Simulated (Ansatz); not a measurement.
# FeO (I4/mmm) in Ansatz: notebook, part 2 of 2

Ansatz 0.2.0. Earlier steps stand in the parts before.

## 3. Single point, PBEsol, collinear spin, ferromagnetic start

File input.yaml:

```yaml
crystal:
  lattice:
    - [-1.602103413, 1.602103413, 2.08339225]
    - [1.602103413, -1.602103413, 2.08339225]
    - [1.602103413, 1.602103413, -2.08339225]
  atoms:
    - { symbol: Fe, position: [0.0, 0.0, 0.0], spin: 3.0 }
    - { symbol: O, position: [0.5, 0.5, 0.0] }
hamiltonian:
  xc: pbesol
  pseudopotentials: { kind: paw }
magnetization:
  spin_polarized: true
  initial_magnetization: 3.0
  spin_locking: { lock_magnetization: hard }
kpoints:
  mp_grid: { grid: [10, 10, 10] }
scf:
  occupations: { method: fermi_dirac, width: 0.05 }
  lower_state_search: "off"
output:
  forces: true
  stress: true
  eigenvalues: true
```

Potentials or basis: Ansatz PAW.

On the command line:

```bash
$ ansatz run input.yaml --threads 2 --pin off --max-ram 5632MiB --backend cpu --events-out ev --progress --plain --runs-dir out
```

What it wrote:

```text
Warning: output.stress: scf.convergence.dr2_threshold = 1e-7 eV (the SCF's general default) is looser than the 2e-10 eV advised for a printed stress (1e-10 eV for each atom of the cell: 2). What an SCF threshold leaves in a stress goes as its square root, and in the free energy as the threshold itself, and one threshold admits the most on a small cell: of the crystals measured, under no hybrid functional and no lock of the moments, on runs that ended without the residual-converged pass, on stresses that held no estimate of that error, the worst erred by over 100 MPa in a component at 1e-7 eV an atom and by under 5 at 1e-10. Set scf.convergence.dr2_threshold to 2e-10 eV or tighter. The threshold is an SCF's pass mark: one that does not reach it within its budget of iterations ends unconverged, or closes short of it on a stop that the run arms, and scf.convergence.dr2_threshold's page says what that costs each kind of run
Warning: RAYON_NUM_THREADS=2 ignored (pool sized by the plan → 2); use --threads N
Engine: ansatz 0.2.0, aarch64-unknown-linux-gnu
Pseudopotentials: kind: paw
Pseudopotential: Fe, paw, valence charge 16, recommended cutoff 420 eV (normal), Fe.paw.azcp
Pseudopotential: O, paw, valence charge 6, recommended cutoff 420 eV (normal), O.paw.azcp
Functional definition: PBEsol
  exchange = pbesol_x
  correlation = pbesol_c
Crystal: 2 atoms, lattice volume = 21.390 Å³
Basis set: ecut = 420 eV, 411 PW (Γ), exchange–correlation on 48×48×48 points (8 copies of the dense FFT grid, shifted against one another)
Bands: 17, of which v1, the nominal top of the filled ones, is band 11 counted from 1 (10 counted from 0)
Symmetry: 16 space group operations
Space group: I4/mmm (ITA 139), of the structure as read, at distance tolerance 2.8e-5 Å
Magnetic group: BNS 139.531 (UNI 1191), of the structure as read, at distance tolerance 2.8e-5 Å
k-points: 102 of 1000
Non-local potential: Fe, projectors of the file, l = 0: 3, l = 1: 2, l = 2: 3, l = 3: 1
Non-local potential: O, projectors of the file, l = 0: 2, l = 1: 2, l = 2: 1
PAW form: soft (Blöchl's): semilocal exchange-correlation on the pseudo side does not see the compensation charge
PAW frozen core: Fe, regenerated for the run's functional, and the local potential with it (the file was generated under x = pbe(κ = 0.804, μ = 0.2195149727645171), c = pbe(β = 0.06672455060314922))
PAW frozen core: O, regenerated for the run's functional, and the local potential with it (the file was generated under x = pbe(κ = 0.804, μ = 0.2195149727645171), c = pbe(β = 0.06672455060314922))
PAW one-centre angular grid: Fe, 590 points (default); XC on 64 Gauss nodes
PAW one-centre angular grid: O, 110 points (default); XC on 64 Gauss nodes
Initial density: superposition of atomic densities (chi_scale 0.1, normalization cell, long waves kept (reshape's long-wave potential 0.00 eV rms))
Starting moments: Σ|m| = 3 μB on 1 of 2 sites
Initial wavefunctions: pseudopotential atomic-orbital guess
Functional: x = pbesol(κ = 0.804, μ = 0.12345679012345678), c = pbesol(β = 0.046)
SCF iter   1: F=—  HF=-5010.669563 eV  |F-HF|=—  |Δ(HF+E_count)|=         —  Δρ=1.99e-1 (↑1.24e-1 ↓1.99e-1)  dr2=2.09e1  dr2_m=3.30e-1  M=3.000 μB ∫|m|=3.000 μB  β_m=0.30  ethr=3.10e-3  ⟨swp⟩=4.4  Hψ=14404  notcnv=0
[... 11 lines left out ...]
SCF 1 converged in 11 iterations: F = -5008.290006 eV  dr2 = 6.18e-9
SCF converged after 11 iterations
Stability checked in part: among states of this total moment the steps that led to this state did not find it unstable. No probe was made; neither looks for a lower state of another moment (fixed_total_moment; see scf.lower_state_search)
Magnetization: 3.0000 μB (12.5000 up, 9.5000 down)
Absolute magnetization: 3.0215 μB (∫|ρ↑−ρ↓|, with the PAW one-centre terms)
Spin contamination: 0.0334 ħ² per cell (⟨S²⟩ above its minimum at these occupations)
Per-site moments (μB) at R_I (Å): [(2.6860302923259174, 0.8593993031250001), (0.08288099380425269, 0.8593993031250001)]
Free energy (F): -5008.290006 eV
Harris-Foulkes:  -5008.290006 eV  (|F-HF|=3.83e-9)
Internal energy: -5008.260647 eV  (E = F + TS)
E sigma→0 (E₀):  -5008.275326 eV
Entropy (-TS):   -0.029358 eV (-14.679 meV/atom)
Fermi energy:    12.790546 (↑ 12.250150, ↓ 13.330943) eV
--- Per-component energies (eV) ---
  E_band       = -290.979098
  E_kinetic    = 513.488729
  E_local      = -2693.014026  (includes V_loc(G=0)·N_el)
  E_nonlocal   = 278.568404
  E_hartree    = 1093.397438
  E_xc         = -185.231031
  E_vxc        = -238.666842  (∫ρ·V_xc dr)
  E_paw        = -1490.635357  (= ΣΔE_a)
  E_vpaw       = -338.150777  (= ΣTr[D̂ρ^β])
  E_aug_tail   = 0.002888  (compensation charges beyond the density's cutoff)
  E_ewald      = -2525.052183
  E_core_change = 0.214490  (= ΣΔE_core)
  E_smearing   = -0.029358  (= −TS)
  E_closure    = 0.000000  (closes the sum)
  Σ components = -5008.290006   (vs F -5008.290006, Δ=0.00e0)
--- Forces (eV/Å), atoms counted from 1 ---
  atom   1  Fe    -0.00000000     0.00000000    -0.00000000
  atom   2  O      0.00000000     0.00000000     0.00000000
  max |Σ_I F_I| component: 1.97e-31 eV/Å
--- Stress (GPa, compression-positive) ---
      -24.655771       0.000000       0.000000
        0.000000     -24.655771      -0.000000
       -0.000000      -0.000000     -27.072464
  P = ⅓ Tr σ = -25.4613 GPa (-254.613 kbar)
--- Band table (eV; the first three rows and the last of 204) ---
  k-point 0 ↑: bands = ["-75.7034", "-41.9940", "-41.8212", "-41.8212", "-7.2060", "9.1605", "9.4176", "9.4176", "9.8528", "9.8528", "10.0557", "10.0970", "10.3230", "13.0298", "28.1750", "29.6749", "29.6749"]
  k-point 1 ↑: bands = ["-75.7029", "-41.9957", "-41.8249", "-41.8221", "-7.1035", "8.1142", "8.8524", "9.1720", "9.7754", "10.1137", "10.1983", "10.5976", "10.9303", "13.8004", "26.8592", "28.6058", "29.0468"]
  k-point 2 ↑: bands = ["-75.7017", "-42.0001", "-41.8345", "-41.8245", "-6.8426", "6.8311", "8.4714", "8.8429", "9.5760", "10.2051", "10.6522", "10.9689", "11.3063", "15.5414", "25.4688", "25.5515", "27.4027"]
  k-point 101 ↓: bands = ["-72.4635", "-38.8978", "-38.6658", "-38.6658", "-5.9110", "6.3886", "8.3370", "8.3370", "11.1841", "13.7778", "13.7778", "13.8801", "13.9097", "19.2260", "22.2294", "23.9821", "27.1006"]
```

Wall time 3.5 s (2 threads of Arm Neoverse V1, shared host); peak memory 0.32 GiB.

What came out:

* Free energy: -5008.2900 eV
* Pressure: -25.5 GPa
* Net moment: 3.00 μB per cell
* Absolute moment: 3.02 μB per cell
* Site moments: Fe +2.69; O +0.08 μB

Stress tensor (GPa, compression positive):
```
-24.66   0.00   0.00
  0.00 -24.66   0.00
  0.00   0.00 -27.07
```

Caveat: the pressure holds a Pulay correction of +0.7 GPa for the finite cutoff; the total moment is fixed, so each spin has its own Fermi level; a cell with one magnetic atom can't hold antiferromagnetic order, which such compounds often take; the PAW data sets come from PBE, with cores solved anew for the run's functional, which leaves a small shift of forces and pressure; the thresholds are loose for stress.

## 4. Single point, PBEsol, collinear spin, ferromagnetic start

Changes to input.yaml since step 3:

```diff
@@ -6,3 +6,3 @@
   atoms:
-    - { symbol: Fe, position: [0.0, 0.0, 0.0], spin: 3.0 }
+    - { symbol: Fe, position: [0.0, 0.0, 0.0], spin: 3.8 }
     - { symbol: O, position: [0.5, 0.5, 0.0] }
@@ -13,3 +13,3 @@
   spin_polarized: true
-  initial_magnetization: 3.0
+  initial_magnetization: 3.8
   spin_locking: { lock_magnetization: hard }
@@ -24 +24,5 @@
   eigenvalues: true
+  write_density: true
+  write_potential: true
+  elf: true
+  volumetric_format: npy
```

On the command line:

```bash
$ ansatz run input.yaml --threads 2 --pin off --max-ram 5632MiB --backend cpu --events-out ev --progress --plain --runs-dir out
```

It took 4.4 s on 2 threads of Arm Neoverse V1, shared host; peak memory 0.33 GiB.

It converged, with:

```yaml
Free_energy: -5008.6483 eV
Pressure: -18.4 GPa
Net_moment: 3.80 μB per cell
Absolute_moment: 3.81 μB per cell
Site_moments: Fe +3.26; O +0.26 μB
```

Stress tensor (GPa, compression positive):
```
-18.53   0.00   0.00
  0.00 -18.53   0.00
  0.00   0.00 -18.18
```

Caveat: the pressure holds a Pulay correction of +0.7 GPa for the finite cutoff; the total moment is fixed, so each spin has its own Fermi level; a cell with one magnetic atom can't hold antiferromagnetic order, which such compounds often take; the PAW data sets come from PBE, with cores solved anew for the run's functional, which leaves a small shift of forces and pressure; the thresholds are loose for stress.

## 5. Single point, PBEsol, collinear spin, ferromagnetic start

Changes to input.yaml since step 4:

```diff
@@ -6,3 +6,3 @@
   atoms:
-    - { symbol: Fe, position: [0.0, 0.0, 0.0], spin: 3.8 }
+    - { symbol: Fe, position: [0.0, 0.0, 0.0], spin: 4.5 }
     - { symbol: O, position: [0.5, 0.5, 0.0] }
@@ -13,3 +13,3 @@
   spin_polarized: true
-  initial_magnetization: 3.8
+  initial_magnetization: 4.5
   spin_locking: { lock_magnetization: hard }
@@ -24,5 +24 @@
   eigenvalues: true
-  write_density: true
-  write_potential: true
-  elf: true
-  volumetric_format: npy
```

On the command line:

```bash
$ ansatz run input.yaml --threads 2 --pin off --max-ram 5632MiB --backend cpu --events-out ev --progress --plain --runs-dir out
```

It took 3.4 s on 2 threads of Arm Neoverse V1, shared host; peak memory 0.33 GiB.

It converged, with:

```yaml
Free_energy: -5007.9709 eV
Pressure: -6.3 GPa
Net_moment: 4.50 μB per cell
Absolute_moment: 4.50 μB per cell
Site_moments: Fe +3.58; O +0.47 μB
```

Stress tensor (GPa, compression positive):
```
-8.22  0.00  0.00
 0.00 -8.22  0.00
 0.00  0.00 -2.37
```

Caveat: the pressure holds a Pulay correction of +0.6 GPa for the finite cutoff; the total moment is fixed, so each spin has its own Fermi level; a cell with one magnetic atom can't hold antiferromagnetic order, which such compounds often take; the PAW data sets come from PBE, with cores solved anew for the run's functional, which leaves a small shift of forces and pressure; the thresholds are loose for stress.

## 6. The runs side by side

| fixed moment (μB) | pressure (GPa) | moment (μB) |
| --- | --- | --- |
| 2.2 | -31.1 | 2.20 |
| 3.0 | -25.5 | 3.00 |
| 3.8 | -18.4 | 3.80 |
| 4.5 | -6.3 | 4.50 |

Alike in all rows: task single point; level PBEsol; potentials or basis Ansatz PAW; spin collinear, ferromagnetic start; cell as given; k mesh 10 × 10 × 10; cutoff (eV) 420; smearing fermi-dirac 0.05 eV.

Caveats: the total moment is fixed, so each spin has its own Fermi level; a cell with one magnetic atom can't hold antiferromagnetic order, which such compounds often take; the PAW data sets come from PBE, with cores solved anew for the run's functional, which leaves a small shift of forces and pressure; the thresholds are loose for stress; a pressure of tens of GPa on the cell as given is suspect, and the run, the potentials or the cell itself is likely at fault (some runs).

Total energies depend on the potentials used, so only differences within one code and one set of settings carry meaning.
